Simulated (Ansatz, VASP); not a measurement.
One calculation of MgO, two programs

```xyz
2
Lattice="0.0000 2.1269 2.1269 2.1269 0.0000 2.1269 2.1269 2.1269 0.0000" Properties=species:S:1:pos:R:3 pbc="T T T"
Mg    0.0000    0.0000    0.0000
O     2.1269    2.1269    2.1269
```

Alike in both runs: functional PBE; k mesh 15 × 15 × 15; occupations fermi-dirac, width 0.08 eV; no spin polarisation.

Ansatz relaxed the structure, and its values are those at the end. VASP's run is a single point on that final structure, the one shown.

|  | VASP | Ansatz |
| --- | --- | --- |
| version | VASP 6.6.1 | Ansatz 0.2.0 |
| potentials or method | VASP PAW PBE potentials, release 64 (Mg, O) | PAW with Ansatz's default frozen-core files, scalar-relativistic |
| plane-wave cutoff (eV) | 520 | 420 |
| valence electrons in the cell | 8 | 16 |

Ansatz gave:

* gap on the k mesh at the Fermi level (eV): 4.46
* pressure (GPa): 0.0

**Question.** Estimate VASP's values.

**Answer.** gap on the k mesh at the Fermi level (eV): 4.44; pressure (GPa): -0.8.

The two sets of potentials don't hold the same shells in valence.

Caveats: an odd mesh through Γ misses points on the zone boundary, where band edges often lie. Expect the measured gap to be larger: semilocal functionals such as PBE lack the derivative discontinuity.
